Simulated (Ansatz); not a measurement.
## WC in Ansatz: convergence with smearing width

Input of the first run (smearing width 0.3 eV); the others differ in this setting and in those tied to it:

File input.yaml:

```yaml
crystal:
  lattice:
    - [0.0, 2.3021091, 2.3021091]
    - [2.3021091, 0.0, 2.3021091]
    - [2.3021091, 2.3021091, 0.0]
  atoms:
    - { symbol: W, position: [-0.020005, -0.005394, 0.008947] }
    - { symbol: C, position: [0.747457, 0.762778, 0.747732] }
hamiltonian:
  xc: r2scan
  pseudopotentials: { kind: nc, accuracy: standard }
kpoints:
  mp_grid: { grid: [7, 7, 7] }
scf:
  occupations: { method: gaussian, width: 0.3 }
output:
  forces: true
  stress: true
  eigenvalues: true
```

Potentials or basis: PseudoDojo standard (PBE files).

Run with:

```console
$ ansatz run input.yaml --threads 2 --pin off --max-ram 5632MiB --backend cpu --events-out ev --progress --plain --runs-dir out
```

The cell isn't the ideal one: atoms moved at random, drawn with an rms of 0.05 Å.

The cell was built by a generator and needn't be a form met in nature.

Hardware: 2 threads of Arm Neoverse V2, with other jobs on the host.

Task: The values tried are 0.3 eV, 0.2 eV, 0.15 eV, 0.1 eV, 0.05 eV, 0.025 eV, 0.01 eV, 0.005 eV, loosest first. From which on does the energy stay within 1 meV/atom of the tightest run that finished?

Result: From 0.2 eV on.

| smearing width | energy less the tightest run, at zero smearing (meV/atom) | pressure (GPa) | largest force (eV/Å) | SCF cycles | CPU time (s) | peak memory (GiB) |
| --- | --- | --- | --- | --- | --- | --- |
| 0.3 eV | 1.65 | 15.62 | 1.479 | 7 | 44 | 0.54 |
| 0.2 eV | 0.33 | 15.44 | 1.486 | 7 | 45 | 0.54 |
| 0.15 eV | 0.05 | 15.39 | 1.487 | 7 | 45 | 0.54 |
| 0.1 eV | -0.01 | 15.37 | 1.489 | 7 | 45 | 0.54 |
| 0.05 eV | -0.03 | 15.36 | 1.504 | 7 | 47 | 0.54 |
| 0.025 eV | -0.03 | 15.35 | 1.512 | 8 | 48 | 0.54 |
| 0.01 eV | -0.01 | 15.35 | 1.513 | 8 | 48 | 0.54 |
| 0.005 eV | 0.00 | 15.35 | 1.513 | 8 | 49 | 0.54 |

Against the tightest run, the pressure stays within 0.1 GPa from 0.2 eV on; the largest force stays within 0.005 eV/Å from 0.025 eV on. Narrower smearing needs a denser k mesh, so at a fixed mesh the narrowest width isn't the most accurate. The tightest run that finished is the yardstick and may itself not be fully converged.

Caveat, for the tightest run too: the meta-GGA runs on potentials made for a GGA; the potentials were made for another functional, which shifts forces and pressure. The run has no spin-orbit coupling, so splittings on W are missing.
